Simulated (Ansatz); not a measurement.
Runs of Ansatz 0.2.0 on TiO2. The structure is tetragonal, space group I4/m (No. 87). The conventional cell has a = 8.702 Å, b = 8.702 Å, c = 3.775 Å, α = 90.00°, β = 90.00°, γ = 90.00°. Around Ti (site symmetry m) lie 4 O at 1.80 to 1.95 Å. O (site symmetry m) has 3 Ti at 1.95 to 2.21 Å as nearest neighbours. O (site symmetry m) has 2 Ti at 1.80 to 1.81 Å as nearest neighbours. Measurements of this composition are mostly on another form, of space group No. 141.

```csv
task,level,U,cell,k mesh,cutoff (eV),hubbard projectors,double counting,gap on the mesh (eV),pressure (GPa),relaxed volume (Å³/atom),largest force (eV/Å)
relaxation of cell and atoms,PBEsol+U,Ti d U = 3 eV,relaxed,8 × 8 × 8,420,ortho-atomic (the default),fll (the default),1.92,0.0,11.89,-
single point,PBE,-,as given,11 × 11 × 11,420,-,-,1.66,3.2,-,(b)
relaxation of cell and atoms,r2SCAN,-,relaxed,8 × 8 × 8,500,-,-,(a),0.0,11.86,-
single point,PBE,-,as given,8 × 8 × 8,250,-,-,1.68,0.6,-,0.53
relaxation of cell and atoms,PBE+U,Ti d U = 2 eV,relaxed,6 × 6 × 6,420,ortho-atomic (the default),fll (the default),2.01,0.0,12.23,-
relaxation of cell and atoms,PBE,-,relaxed,8 × 8 × 8,420,-,-,2.01,0.0,12.17,-
```

Alike in all rows: potentials or basis Ansatz PAW; no spin polarisation; smearing fermi-dirac 0.05 eV.

Q: Estimate the missing entries.

A: (a) 2.09; (b) 0.19.

Caveats: the plane-wave basis is chosen anew once the cell has moved, so the energies of steps on either side of that aren't comparable (some runs); the PAW data sets come from PBE, with cores solved anew for the run's functional, which leaves a small shift of forces and pressure (some runs); odd divisions of the mesh miss points on the zone boundary, where band edges often lie, so the gap on the mesh can be too wide (some runs); the pressure holds a Pulay correction of +95.4 GPa for the finite cutoff (some runs); the cutoff lies under the one recommended for these potentials (some runs).

A k mesh can miss the band edges.
